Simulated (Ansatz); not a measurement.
KMgF3:

```xyz
5
Lattice="3.9859 0.0000 0.0000 0.0000 3.9859 0.0000 0.0000 0.0000 3.9859" Properties=species:S:1:pos:R:3 pbc="T T T"
K     1.9929    1.9929    1.9929
Mg    0.0000    0.0000    0.0000
F     0.0000    0.0000    1.9929
F     0.0000    1.9929    0.0000
F     1.9929    0.0000    0.0000
```

Base run:

| Quantity | Value |
| --- | --- |
| Program | Ansatz 0.2.0 |
| Functional | PBEsol |
| Potentials or basis | all-electron LAPW, scalar-relativistic |
| Cutoff | 333 eV |
| Density cutoff | 1333 eV |
| Basis error allowed | 0.002 eV/atom |
| k mesh | 7 × 7 × 7 |
| Occupations | fermi-dirac, width 0.05 eV |
| Spin | no spin polarisation |

Its results: band gap on the k mesh 7.17 eV, indirect (least direct gap 7.46 eV); pressure 0.3 GPa.

Q: The run is repeated on the same cell with these changes: functional from PBEsol to LDA. What comes out?

A: Band gap on the k mesh 7.00 eV, indirect (least direct gap 7.29 eV); pressure -4.4 GPa.

LDA binds more tightly than PBEsol, so the same cell stands under less pressure.

A k mesh can miss the band edges.

Not every run made on this cell is shown here.
